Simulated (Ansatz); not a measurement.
# CuO (Tenorite): the cost of one run

All numbers are computed with Ansatz 0.2.0, driven from Python. Level of theory: DFT PBE, plane waves, PAW.

**1. The system**

It takes space group C2/c (No. 15, monoclinic). Conventional cell: a = 4.684 Å, b = 3.423 Å, c = 5.129 Å, α = 90.00°, β = 99.54°, γ = 90.00°. Around Cu (site symmetry -1) lie 4 O at 1.95 to 1.96 Å. Around O (site symmetry 2) lie 4 Cu at 1.95 to 1.96 Å.

No structure file is read: the coordinates are typed or built in the script.

**2. Script**

Contents of smear.py:

```python
# -*- coding: utf-8 -*-
"""Smearing width test for CuO."""

import ansatz as az
from tabulate import tabulate

KGRID = (9, 9, 5)


def main():
    cell = (
        az.Lattice.from_parameters(2.900484, 2.900484, 5.1288, alpha=97.69012, beta=97.69012, gamma=72.31471)
        .atom("Cu", (0.0, 0.5, 0.0))
        .atom("Cu", (0.5, 0.0, 0.5))
        .atom("O", (0.5816, 0.4184, 0.25))
        .atom("O", (0.4184, 0.5816, 0.75))
    )

    setup = cell.calculation().kpoints(*KGRID, center="gamma").basis(41 * az.Ry)

    rows = []
    for value in [0.3, 0.2, 0.1, 0.05]:
        r = setup.occupations("fermi_dirac", width=value).run(threads=1, pin="off").report
        rows.append((value, r["free_energy_ev"] / len(r["lattice"]["sites"]), r["n_iterations"], r["n_kpoints"]))

    print(tabulate(rows, headers=["width (eV)", "F/atom (eV)", "iterations", "k-points"], floatfmt=".4f", tablefmt="simple"))

    # the last row is the reference
    for row in rows[:-1]:
        shift = 1000 * (row[1] - rows[-1][1])
        print(f"{row[0]}: {shift:+.2f} meV/atom" + ("  (within 2 meV)" if abs(shift) < 2 else ""))


if __name__ == "__main__":
    main()
```

**3. The run**

Command:

```sh
python smear.py
```

What time and memory should one allow on 1 thread of Arm Neoverse V1, shared host?

About 33 s, with a peak of 0.47 GiB.
